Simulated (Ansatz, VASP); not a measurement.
One calculation of ZnSe, two programs

```xyz
2
Lattice="3.2978 0.0000 0.0000 0.0000 3.2978 0.0000 0.0000 0.0000 3.2978" Properties=species:S:1:pos:R:3 pbc="T T T"
Zn    0.0000    0.0000    0.0000
Se    1.6489    1.6489    1.6489
```

Measurements of this composition are mostly on another form, of space group No. 216.

Alike in both runs: task single point; functional PBE; k mesh 6 × 6 × 6; occupations gaussian, width 0.05 eV; no spin polarisation.

|  | VASP | Ansatz |
| --- | --- | --- |
| version | VASP 6.6.1 | Ansatz 0.2.0 |
| potentials or method | VASP PAW PBE potentials, release 64 (Zn, Se) | scalar-relativistic, plane waves, PAW |
| plane-wave cutoff (eV) | 520 | 420 |
| valence electrons in the cell | 18 | 28 |

Ansatz gave:

* gap on the k mesh at the Fermi level (eV): none
* pressure (GPa): 3.0

Q: Estimate VASP's values.

A: gap on the k mesh at the Fermi level (eV): none; pressure (GPa): 3.2.

A gap of «none» marks a metal or a gap that the smearing closes. The two sets of potentials don't hold the same shells in valence.
